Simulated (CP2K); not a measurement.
Crystal: PtS2.

```
Pt S
1.0
     3.54320    0.00000    0.00000
    -1.77160    3.06850    0.00000
     0.00000    0.00000    5.03880
Pt S
1 2
Direct
  0.00000 0.00000 0.00000
  0.66667 0.33333 0.77300
  0.33333 0.66667 0.22700
```

Program: CP2K 2026.2. Alike in all runs: no spin polarisation; cell as given; k mesh 9 × 9 × 5.

Question: Order these runs on this cell by their pressure, lowest first.
A. level PBEsol; potentials or basis POTENTIAL_UZH Pt GTH-PBE-q18, S GTH-PBE-q6; TZVP-MOLOPT-PBE-GTH basis; smearing fermi-dirac 0.05 eV; EPS_DEFAULT 1.0E-10; NGRIDS 5; CUTOFF of the grids 450 Ry
B. level LDA; potentials or basis GTH_POTENTIALS Pt GTH-PADE-q18, S GTH-PADE-q6; TZVP-MOLOPT-PBE-GTH basis; smearing fermi-dirac 0.1 eV; EPS_DEFAULT 1.0E-9; NGRIDS 5; points a segment of the path (NPOINTS) 8; bands added on the path 4; CUTOFF of the grids 450 Ry
C. level r2SCAN; potentials or basis POTENTIAL_UZH Pt GTH-SCAN-q18, S GTH-SCAN-q6; TZVP-MOLOPT-SCAN-GTH basis; smearing fermi-dirac 0.01 eV; EPS_DEFAULT 1.0E-9; NGRIDS 4; points a segment of the path (NPOINTS) 10; bands added on the path 4; CUTOFF of the grids 675 Ry

Answer: B (-0.5 GPa), A (7.9 GPa), C (11.1 GPa).

Caveats: the basis of atomic orbitals isn't converged, which shifts pressures, moduli and gaps; the potentials were made for another functional, which shifts forces and pressure (some runs).

Not every run made on this cell is shown here.
